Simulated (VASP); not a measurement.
# Sr (Fm-3m) in VASP: a series of runs, part 2 of 2

VASP 6.6.1.

## Step 3: Relaxation of cell and atoms, PBE+D3(BJ)

This run uses another cell than the first one, of 56.32 Å³/atom, 0.992 times its volume.

INCAR

```
SYSTEM = Sr
PREC = Accurate ; ENCUT = 600
EDIFF = 1E-6 ; ISMEAR = 1
SIGMA = 0.1 ; LREAL = .False.
LASPH = .True. ; NELM = 80
ALGO = Normal ; ISIF = 3
LWAVE = .False. ; LCHARG = .False.
GGA = PE ; IVDW = 12
IBRION = 2 ; NSW = 90
EDIFFG = -0.01
```

KPOINTS

```
Automatic mesh
0
Gamma
  12 12 12
  0 0 0
```

POSCAR

```
Sr
1.0
    0.0000000000      3.0423500000      3.0423500000
    3.0423500000      0.0000000000      3.0423500000
    3.0423500000      3.0423500000      0.0000000000
Sr
1
Direct
    0.0000000000      0.0000000000      0.0000000000
```

Potentials or basis: VASP PAW PBE potentials, release 64 (Sr_sv).

Launch:

```bash
cat potpaw_PBE.64/Sr_sv/POTCAR > POTCAR
mpirun -np 1 vasp_std > vasp.out
```

OUTCAR:

```text
SYSTEM = Sr
   PREC = Accurate
   ENCUT = 600
   EDIFF = 1E-6
   ISMEAR = 1
   LREAL = .False.
   LASPH = .True.
   NELM = 80
   ISIF = 3
   GGA = PE
   IVDW = 12
   IBRION = 2
   NSW = 90
   EDIFFG = -0.01
 IVDW          = 12

 ion  position               nearest neighbor table
   1  0.000  0.000  0.000-

  LATTYP: Found a face centered cubic cell.
 ALAT       =     6.0847000000

  Lattice vectors:

 A1 = (   0.0000000000,   3.0423500000,   3.0423500000)
 A2 = (   3.0423500000,   0.0000000000,   3.0423500000)
 A3 = (   3.0423500000,   3.0423500000,   0.0000000000)

Analysis of symmetry for initial positions (statically):
=====================================================================
 Subroutine PRICEL returns:
 Original cell was already a primitive cell.

 Routine SETGRP: Setting up the symmetry group for a
 face centered cubic supercell.

 Subroutine GETGRP returns: Found 48 space group operations
 (whereof 48 operations were pure point group operations)
 out of a pool of 48 trial point group operations.

The static configuration has the point symmetry O_h .

Analysis of symmetry for dynamics (positions and initial velocities):
=====================================================================
 Subroutine PRICEL returns:
 Original cell was already a primitive cell.

 Routine SETGRP: Setting up the symmetry group for a
 face centered cubic supercell.

 Subroutine GETGRP returns: Found 48 space group operations
 (whereof 48 operations were pure point group operations)
 out of a pool of 48 trial point group operations.

The dynamic configuration has the point symmetry O_h .

 Subroutine INISYM returns: Found 48 space group operations
 (whereof 48 operations are pure point group operations),
 and found     1 'primitive' translations

----------------------------------------------------------------------------------------

                                     Primitive cell

  volume of cell :      56.3193

  direct lattice vectors                    reciprocal lattice vectors
     0.000000000  3.042350000  3.042350000    -0.164346640  0.164346640  0.164346640
     3.042350000  0.000000000  3.042350000     0.164346640 -0.164346640  0.164346640
     3.042350000  3.042350000  0.000000000     0.164346640  0.164346640 -0.164346640

  length of vectors
     4.302532631  4.302532631  4.302532631     0.284656730  0.284656730  0.284656730

  position of ions in fractional coordinates (direct lattice)
     0.000000000  0.000000000  0.000000000

  ion indices of the primitive-cell ions
   primitive index   ion index
                 1           1

----------------------------------------------------------------------------------------

 KPOINTS: Automatic mesh

Automatic generation of k-mesh.
 Grid dimensions read from file:
 generate k-points for:   12   12   12

 Generating k-lattice:

  Cartesian coordinates                     Fractional coordinates (reciprocal lattice)
    -0.013695553  0.013695553  0.013695553     0.083333333  0.000000000  0.000000000
     0.013695553 -0.013695553  0.013695553     0.000000000  0.083333333  0.000000000
     0.013695553  0.013695553 -0.013695553     0.000000000  0.000000000  0.083333333

  Length of vectors
     0.023721394  0.023721394  0.023721394

  Shift w.r.t. Gamma in fractional coordinates (k-lattice)
     0.000000000  0.000000000  0.000000000

 Subroutine IBZKPT returns following result:
 ===========================================

 Found     72 irreducible k-points:

 Following reciprocal coordinates:
            Coordinates               Weight
  0.000000  0.000000  0.000000      1.000000
  0.083333  0.000000  0.000000      8.000000
  0.166667  0.000000  0.000000      8.000000
  0.250000  0.000000  0.000000      8.000000
  0.333333  0.000000  0.000000      8.000000
  0.416667  0.000000  0.000000      8.000000
[... 16 lines left out ...]
  0.500000  0.166667  0.000000     24.000000
 -0.416667  0.166667  0.000000     24.000000
 [... further k-points ...]
   k-points           NKPTS =     72   k-points in BZ     NKDIM =     72   number of bands    NBANDS=      9
   number of dos      NEDOS =    301   number of ions     NIONS =      1
   total plane-waves  NPLWV =  46656
   dimension x,y,z NGX =    36 NGY =   36 NGZ =   36
   dimension x,y,z NGXF=    72 NGYF=   72 NGZF=   72
   ions per type =               1
   NGX,Y,Z   is equivalent  to a cutoff of  13.91, 13.91, 13.91 a.u.
   NGXF,Y,Z  is equivalent  to a cutoff of  27.82, 27.82, 27.82 a.u.
 SYSTEM =  Sr
   PREC   = accura    normal or accurate (medium, high low for compatibility)
   ISTART =      0    job   : 0-new  1-cont  2-samecut
   ICHARG =      2    charge: 1-file 2-atom 10-const
   ISPIN  =      1    spin polarized calculation?
   LNONCOLLINEAR =      F non collinear calculations
   LSORBIT =      F    spin-orbit coupling
   LASPH  =      T    aspherical Exc in radial PAW
   ENCUT  =  600.0 eV  44.10 Ry    6.64 a.u.   8.59  8.59  8.59*2*pi/ulx,y,z
   NELM   =     80;   NELMIN=  2; NELMDL= -5     # of ELM steps
   EDIFF  = 0.1E-05   stopping-criterion for ELM
   LREAL  =      F    real-space projection
   EDIFFG = -.1E-01   stopping-criterion for IOM
   NSW    =     90    number of steps for IOM
   IBRION =      2    ionic relax: 0-MD 1-quasi-New 2-CG
   NFREE  =      1    steps in history (QN), initial steepest desc. (CG)
   ISIF   =      3    stress and relaxation
   ISYM   =      2    0-nonsym 1-usesym 2-fastsym
   POTIM  = 0.5000    time-step for ionic-motion
   TEBEG  =    0.0;   TEEND  =   0.0 temperature during run
   PSTRESS=    0.0 pullay stress
   NELECT =      10.0000    total number of electrons
   NUPDOWN=      -1.0000    fix difference up-down
   EMIN   =  10.00;   EMAX   =-10.00  energy-range for DOS
   EFERMI =   0.00;   METHOD = LEGACY
   ISMEAR =     1;   SIGMA  =   0.10  broadening in eV -4-tet -1-fermi 0-gaus
   EFERMI_NEDOS =   21; number of points for ismear=-14 and -15
   IALGO  =     38    algorithm
   IMIX   =      4    mixing-type and parameters
     AMIX     =   0.40;   BMIX     =  1.00
     AMIX_MAG =   1.60;   BMIX_MAG =  1.00
  volume/ion in A,a.u.               =      56.32       380.06
  Fermi-wavevector in a.u.,A,eV,Ry     =   0.920144  1.738819 11.519569  0.846664
  Thomas-Fermi vector in A             =   2.045416
   LORBIT       =      0    0 simple, 1 ext, 2 COOP (PROOUT), +10 PAW based schemes
   GGA     = PE    functional components
   LHFCALC =     F    Hartree Fock is set to
   AEXX    =    0.0000 exact exchange contribution
   IVDW    =    12    specifies the selected vdW correction
   LEPSILON=     F    determine dielectric tensor
   LRPA    =     F    only Hartree local field effects (RPA)
 conjugate gradient relaxation of ions
 non-spin polarized calculation
 Methfessel and Paxton  Order N= 1 SIGMA  =   0.10
  energy-cutoff  :      600.00
  volume of cell :       56.32
 maximum number of plane-waves:      1899
   NGX = 17   NGY = 17   NGZ = 17

--------------------------------------- Ionic step        1  -------------------------------------------

 number of electron      10.0000000 magnetization

 Free energy of the ion-electron system (eV)
  ---------------------------------------------------
  ext. energy  EPLUGINS =         0.00000000
  ---------------------------------------------------
  free energy    TOTEN  =        -1.63454857 eV

  energy without entropy =       -1.63320108  energy(sigma->0) =       -1.63409940

------------------------ aborting loop because EDIFF is reached ----------------------------------------

 Edisp (eV)   -0.19093

 E8    (eV) :    -0.1046
[... 69 lines left out ...]
--------------------------------------- Ionic step        3  -------------------------------------------

 number of electron      10.0000000 magnetization

 Free energy of the ion-electron system (eV)
  ---------------------------------------------------
  ext. energy  EPLUGINS =         0.00000000
  ---------------------------------------------------
  free energy    TOTEN  =        -1.63101422 eV

  energy without entropy =       -1.63142866  energy(sigma->0) =       -1.63115237

 E-fermi :   1.7996     XC(G=0):  -7.5298

 val. band max:        1.7273364436   @ k =  -0.3333   0.4167   0.1667
 cond. band min:       1.8016380764   @ k =  -0.3333   0.3333   0.1667
 fundamental gap:      0.0743016328
 Fermi energy:         1.7995710630

 k-point     1 :       0.0000    0.0000    0.0000
  band No.  band energies     occupation
      1     -34.7121      2.00000
      2     -16.5888      2.00000
      3     -16.5888      2.00000
      4     -16.5888      2.00000
      5      -1.9429      2.00000
      6       4.1989      0.00000
      7       4.1989      0.00000
      8       4.1989      0.00000
      9       5.7608      0.00000
[... 265 lines left out ...]
 k-point    24 :      -0.4167    0.1667    0.0000
  band No.  band energies     occupation
      1     -34.6919      2.00000
      2     -16.8075      2.00000
      3     -16.6651      2.00000
      4     -16.6302      2.00000
      5       1.0189      2.00000
      6       1.9246     -0.07072
      7       3.4130     -0.00000
      8       4.3735      0.00000
      9       6.5497      0.00000

 [... further k-points ...]

------------------------ aborting loop because EDIFF is reached ----------------------------------------

 Edisp (eV)   -0.20699

 E8    (eV) :    -0.1131
[... 24 lines left out ...]
  FREE ENERGIE OF THE ION-ELECTRON SYSTEM (eV)
  ---------------------------------------------------
  free  energy   TOTEN  =        -1.8380037799 eV

  energy  without entropy=       -1.8384182241  energy(sigma->0) =       -1.83814193

 reached required accuracy - stopping structural energy minimisation
```

OSZICAR:

```text
N       E                     dE             d eps       ncg     rms          rms(c)
DAV:   1     0.425159072965E+02    0.42516E+02   -0.52676E+03  1296   0.107E+03
DAV:   2     0.332711717700E+00   -0.42183E+02   -0.41723E+02  1400   0.176E+02
DAV:   3    -0.155339039003E+01   -0.18861E+01   -0.18700E+01  1927   0.313E+01
[... 23 lines left out ...]
DAV:   4    -0.162846192867E+01   -0.27421E-02   -0.39751E-03  1500   0.596E-01    0.368E-01
DAV:   5    -0.163087306494E+01   -0.24111E-02   -0.47232E-03  1904   0.444E-01    0.805E-02
DAV:   6    -0.163101710217E+01   -0.14404E-03   -0.36079E-04  2215   0.145E-01    0.230E-02
DAV:   7    -0.163101497905E+01    0.21231E-05   -0.15570E-05  1985   0.352E-02    0.720E-03
DAV:   8    -0.163101421892E+01    0.76012E-06   -0.24343E-06  1299   0.122E-02
   3 F= -.18380038E+01 E0= -.18381419E+01  d E =-.125254E-01
```

CONTCAR:

```text
Sr
   1.00000000000000
    -0.0000000000000000    2.9595079541800975    2.9595079541800975
     2.9595079541800975   -0.0000000000000000    2.9595079541800975
     2.9595079541800975    2.9595079541800975   -0.0000000000000000
  Sr
     1
Direct
     0.0000000000000000    0.0000000000000000    0.0000000000000000

  0.00000000E+00  0.00000000E+00  0.00000000E+00
```

Run time: 66 s. Hardware: 1 thread of Intel Xeon 6975P-C (Granite Rapids), shared host; peak memory 0.24 GiB.

Results:

```
Free energy                            : -1.8380 eV
Relaxed volume                         : 51.84 Å³/atom
Relaxed cell                           : a = 4.185 Å, b = 4.185 Å, c = 4.185 Å, α = 60.00°, β = 60.00°, γ = 60.00°
Space group after relaxing (to 0.05 Å) : Fm-3m (No. 225)
Energy gained by relaxing              : 12.5 meV/atom
Ionic steps                            : 3
Pressure after relaxing                : 0.0 GPa
Band gap on the k mesh                 : none (metal or under the smearing width)
Dispersion energy per atom             : -0.207 eV
```

The path:
| step | energy change (eV) | largest force (eV/Å) | pressure (GPa) | volume (Å³) |
| --- | --- | --- | --- | --- |
| 1 | 0.0000 | 0.0000 | -0.87 | 56.32 |
| 2 | -0.0100 | 0.0000 | -0.43 | 53.86 |
| 3 | -0.0125 | 0.0000 | 0.03 | 51.84 |

Final structure:
```
CELL_PARAMETERS angstrom
0.00000 2.95951 2.95951
2.95951 0.00000 2.95951
2.95951 2.95951 0.00000
ATOMIC_POSITIONS crystal
Sr 0.00000 0.00000 0.00000
```

Caveat: pairwise dispersion overbinds metals, which lowers pressure and volume.

## Step 4: Relaxation of cell and atoms, PBE+D3(BJ)

This run uses another cell than the first one, of 51.84 Å³/atom, 0.913 times its volume.

INCAR

```
SYSTEM = Sr
PREC = Accurate ; ENCUT = 600
EDIFF = 1E-7 ; ISMEAR = 1
SIGMA = 0.1 ; LREAL = .False.
LASPH = .True. ; NELM = 80
ALGO = Normal ; ISIF = 3
LWAVE = .False. ; LCHARG = .False.
GGA = PE ; IVDW = 12
IBRION = 2 ; NSW = 90
EDIFFG = -0.005
```

KPOINTS is that of step 3.

POSCAR

```
Sr                                      
1.0
   -0.0000000000      2.9595079542      2.9595079542
    2.9595079542     -0.0000000000      2.9595079542
    2.9595079542      2.9595079542     -0.0000000000
  Sr            
     1
Direct
     0.0000000000000000    0.0000000000000000    0.0000000000000000
```

Potentials or basis: VASP PAW PBE potentials, release 64 (Sr_sv).

Launch:

```bash
cat potpaw_PBE.64/Sr_sv/POTCAR > POTCAR
mpirun -np 1 vasp_std > vasp.out
```

OUTCAR:

```text
SYSTEM = Sr
   PREC = Accurate
   ENCUT = 600
   EDIFF = 1E-7
   ISMEAR = 1
   LREAL = .False.
   LASPH = .True.
   NELM = 80
   ISIF = 3
   GGA = PE
   IVDW = 12
   IBRION = 2
   NSW = 90
   EDIFFG = -0.005
 IVDW          = 12

 ion  position               nearest neighbor table
   1  0.000  0.000  0.000-

  LATTYP: Found a face centered cubic cell.
 ALAT       =     5.9190159084

  Lattice vectors:

 A1 = (   0.0000000000,   2.9595079542,   2.9595079542)
 A2 = (   2.9595079542,   0.0000000000,   2.9595079542)
 A3 = (   2.9595079542,   2.9595079542,   0.0000000000)

Analysis of symmetry for initial positions (statically):
=====================================================================
 Subroutine PRICEL returns:
 Original cell was already a primitive cell.

 Routine SETGRP: Setting up the symmetry group for a
 face centered cubic supercell.

 Subroutine GETGRP returns: Found 48 space group operations
 (whereof 48 operations were pure point group operations)
 out of a pool of 48 trial point group operations.

The static configuration has the point symmetry O_h .

Analysis of symmetry for dynamics (positions and initial velocities):
=====================================================================
 Subroutine PRICEL returns:
 Original cell was already a primitive cell.

 Routine SETGRP: Setting up the symmetry group for a
 face centered cubic supercell.

 Subroutine GETGRP returns: Found 48 space group operations
 (whereof 48 operations were pure point group operations)
 out of a pool of 48 trial point group operations.

The dynamic configuration has the point symmetry O_h .
[... 174 lines left out ...]
 -----------------------------------------------------------------------------------
      0.00000      0.00000      0.00000         0.000000      0.000000      0.000000
 -----------------------------------------------------------------------------------
    total drift:                               -0.000000      0.000000      0.000000

  FREE ENERGIE OF THE ION-ELECTRON SYSTEM (eV)
  ---------------------------------------------------
  free  energy   TOTEN  =        -1.8378970790 eV

  energy  without entropy=       -1.8383113256  energy(sigma->0) =       -1.83803516

--------------------------------------- Ionic step        2  -------------------------------------------

 number of electron      10.0000000 magnetization

 Free energy of the ion-electron system (eV)
  ---------------------------------------------------
  ext. energy  EPLUGINS =         0.00000000
  ---------------------------------------------------
  free energy    TOTEN  =        -1.63126565 eV

  energy without entropy =       -1.63165654  energy(sigma->0) =       -1.63139594

 E-fermi :   1.7933     XC(G=0):  -7.5246

 val. band max:        1.7220107378   @ k =  -0.3333   0.4167   0.1667
 cond. band min:       1.7948948075   @ k =  -0.3333   0.3333   0.1667
 fundamental gap:      0.0728840697
 Fermi energy:         1.7932665472

 k-point     1 :       0.0000    0.0000    0.0000
  band No.  band energies     occupation
      1     -34.7217      2.00000
      2     -16.5986      2.00000
      3     -16.5986      2.00000
      4     -16.5986      2.00000
      5      -1.9466      2.00000
      6       4.1910      0.00000
      7       4.1910      0.00000
      8       4.1910      0.00000
      9       5.7500      0.00000
[... 265 lines left out ...]
 k-point    24 :      -0.4167    0.1667    0.0000
  band No.  band energies     occupation
      1     -34.7016      2.00000
      2     -16.8160      2.00000
      3     -16.6745      2.00000
      4     -16.6398      2.00000
      5       1.0129      2.00000
      6       1.9171     -0.07086
      7       3.4061     -0.00000
      8       4.3653      0.00000
      9       6.5376      0.00000

 [... further k-points ...]

------------------------ aborting loop because EDIFF is reached ----------------------------------------

 Edisp (eV)   -0.20664

 E8    (eV) :    -0.1129

  FORCE on cell =-STRESS in cart. coord.  units (eV):
  Direction    XX          YY          ZZ          XY          YZ          ZX
  --------------------------------------------------------------------------------------
  -------------------------------------------------------------------------------------
  Total       0.00457     0.00457     0.00457    -0.00000     0.00000     0.00000
  in kB       0.14088     0.14088     0.14088    -0.00000     0.00000     0.00000
  external pressure =        0.14 kB  Pullay stress =        0.00 kB

 VOLUME and BASIS-vectors are now :
 -----------------------------------------------------------------------------
  energy-cutoff  :      600.00
  volume of cell :       51.93
      direct lattice vectors                 reciprocal lattice vectors
    -0.000000000  2.961185399  2.961185399    -0.168851299  0.168851299  0.168851299
     2.961185399 -0.000000000  2.961185399     0.168851299 -0.168851299  0.168851299
     2.961185399  2.961185399  0.000000000     0.168851299  0.168851299 -0.168851299

 POSITION                                       TOTAL-FORCE (eV/Angst)
 -----------------------------------------------------------------------------------
      2.96119      2.96119      0.00000         0.000000      0.000000     -0.000000
 -----------------------------------------------------------------------------------
    total drift:                                0.000000      0.000000      0.000000

  FREE ENERGIE OF THE ION-ELECTRON SYSTEM (eV)
  ---------------------------------------------------
  free  energy   TOTEN  =        -1.8379105348 eV

  energy  without entropy=       -1.8383014243  energy(sigma->0) =       -1.83804083

 reached required accuracy - stopping structural energy minimisation
```

Wall time 54 s (1 thread of Intel Xeon 6975P-C (Granite Rapids), shared host); peak memory 0.22 GiB.

What came out:

- Free energy: -1.8379 eV
- Relaxed volume: 51.93 Å³/atom
- Relaxed cell: a = 4.188 Å, b = 4.188 Å, c = 4.188 Å, α = 60.00°, β = 60.00°, γ = 60.00°
- Space group after relaxing (to 0.05 Å): Fm-3m (No. 225)
- Energy gained by relaxing: 0.0 meV/atom
- Ionic steps: 2
- Pressure after relaxing: 0.0 GPa
- Band gap on the k mesh: none (metal or under the smearing width)
- Dispersion energy per atom: -0.207 eV

Final structure:
```
Sr
1.0
     0.00000    2.96119    2.96119
     2.96119    0.00000    2.96119
     2.96119    2.96119    0.00000
Sr
1
Direct
  0.00000 0.00000 0.00000
```

Caveat: pairwise dispersion overbinds metals, which lowers pressure and volume.
